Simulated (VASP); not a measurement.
Wanted: the native input for a VASP 6.6.1 run.

| Property | Result |
| --- | --- |
| Task | relaxation of cell and atoms |
| Functional | PBEsol |
| Potentials or basis | VASP PAW PBE potentials, release 64 (Ga_d, N) |
| Cutoff | 600 eV |
| k mesh | 6 × 6 × 2 |
| Occupations | gaussian, width 0.02 eV |
| Spin | no spin polarisation |
| Further INCAR settings | ALGO = Normal; EDIFF = 1e-07; IBRION = 2; EDIFFG = -0.005; NSW = 90; ISIF = 3 |

The structure of GaN lies in POSCAR:

```
GaN
1.0
    3.1889304000      0.0000000000      0.0000000000
   -1.5944652000      2.7616947400      0.0000000000
    0.0000000000      0.0000000000      5.1923572500
Ga N
2 2
Direct
    0.6666666700      0.3333333300      0.4990837100
    0.3333333300      0.6666666700      0.9990837100
    0.6666666700      0.3333333300      0.8759162900
    0.3333333300      0.6666666700      0.3759162900
```

The cell is a database's computed one.

The input as run:

INCAR

```
PREC = Accurate
ENCUT = 600
EDIFF = 1E-7
ISMEAR = 0
SIGMA = 0.02
LREAL = F
LASPH = T
NELM = 60
ALGO = Normal
ISIF = 3
LWAVE = F
LCHARG = F
GGA = PS
IBRION = 2
NSW = 90
EDIFFG = -0.005
```

KPOINTS

```
regular mesh
0
Gamma
  6 6 2
```

Potentials or basis: VASP PAW PBE potentials, release 64 (Ga_d, N).

Launch:

```console
$ cat potpaw_PBE.64/Ga_d/POTCAR potpaw_PBE.64/N/POTCAR > POTCAR
$ mpirun -np 1 vasp_std > vasp.out
```

Results of the run:

```yaml
Relaxed_volume: 11.34 Å³/atom
Relaxed_cell: a = 3.180 Å, b = 3.180 Å, c = 5.181 Å, α = 90.00°, β = 90.00°, γ = 120.00°
Space_group_after_relaxing_to_0.05_Å: P6_3mc (No. 186)
Energy_gained_by_relaxing: 0.4 meV/atom
Ionic_steps: 5
Pressure_after_relaxing: 0.0 GPa
Largest_force_after_relaxing: 0.003 eV/Å
Band_gap_on_the_k_mesh: 1.91 eV, direct
```

Caveat: the k mesh is coarse (spacing up to 0.61 Å⁻¹), so the values aren't converged; the PAW data sets were made with another functional, which shifts forces and pressure a little.

Wall time 62 s on 1 thread of Intel(R) Xeon(R) Platinum 8259CL CPU @ 2.50GHz (Skylake/Cascade Lake), on a shared host, peak memory 0.19 GiB.
